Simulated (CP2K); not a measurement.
Runs of CP2K 2026.2 on CuAu. It takes space group P4/mmm (No. 123, tetragonal). The conventional cell has a = 2.811 Å, b = 2.811 Å, c = 3.685 Å, α = 90.00°, β = 90.00°, γ = 90.00°. Around Au (site symmetry 4/mmm) lie 8 Cu at 2.71 Å and 4 Au at 2.81 Å. Cu (site symmetry 4/mmm) has 8 Au at 2.71 Å and 4 Cu at 2.81 Å as nearest neighbours. 

```csv
task,level,potentials or basis,cell,k mesh,smearing,EPS_DEFAULT,k points reduced by the point group,NGRIDS,points a segment of the path (NPOINTS),bands added on the path,gap on the mesh (eV),pressure (GPa),V0 of scaled cells (Å³/atom),B0 (GPa)
band structure,PBEsol,"POTENTIAL_UZH Au GTH-PBE-q11, Cu GTH-PBE-q11; TZVP-MOLOPT-PBE-GTH basis",as given,9 × 9 × 7,fermi-dirac 0.1 eV,1.0E-9,yes,5,8,6,none,0.8,-,-
relaxation of cell and atoms,LDA,"GTH_POTENTIALS Au GTH-PADE-q11, Cu GTH-PADE-q11; TZVP-MOLOPT-PBE-GTH basis",relaxed,7 × 7 × 6,fermi-dirac 0.0259 eV,1.0E-9,-,4,-,-,none,0.0,-,-
equation of state,PBE,"POTENTIAL_UZH Au GTH-PBE-q11, Cu GTH-PBE-q11; TZVP-MOLOPT-PBE-GTH basis",as given,9 × 9 × 7,fermi-dirac 0.05 eV,1.0E-10,yes,4,-,-,-,-,(a),140
equation of state,PBEsol,"POTENTIAL_UZH Au GTH-PBE-q11, Cu GTH-PBE-q11; TZVP-MOLOPT-PBE-GTH basis",as given,9 × 9 × 7,fermi-dirac 0.05 eV,1.0E-10,yes,5,-,-,-,-,(b),171
single point,PBE,"POTENTIAL_UZH Au GTH-PBE-q11, Cu GTH-PBE-q11; TZVP-MOLOPT-PBE-GTH basis",as given,9 × 9 × 7,fermi-dirac 0.05 eV,1.0E-10,yes,5,-,-,none,8.3,-,-
```

Alike in all rows: no spin polarisation.

Q: Estimate the missing entries.

A: (a) 15.33; (b) 14.62.

Caveats: with these potentials and basis sets, volumes of gold and of layered tellurides can stand 1.5 % and more from those of plane-wave programs; the basis of atomic orbitals isn't converged, which shifts pressures, moduli and gaps; the potentials were made for another functional, which shifts forces and pressure (some runs); the cell was scaled at fixed shape and fractional positions, which overstates the stiffness of a crystal with free parameters, most of all of layers and chains (some runs).

A k mesh can miss the band edges, and the runs leave out spin-orbit coupling on Au.

A gap of «none» marks a metal or a gap under the smearing width.

Not every run made on this cell is shown here.
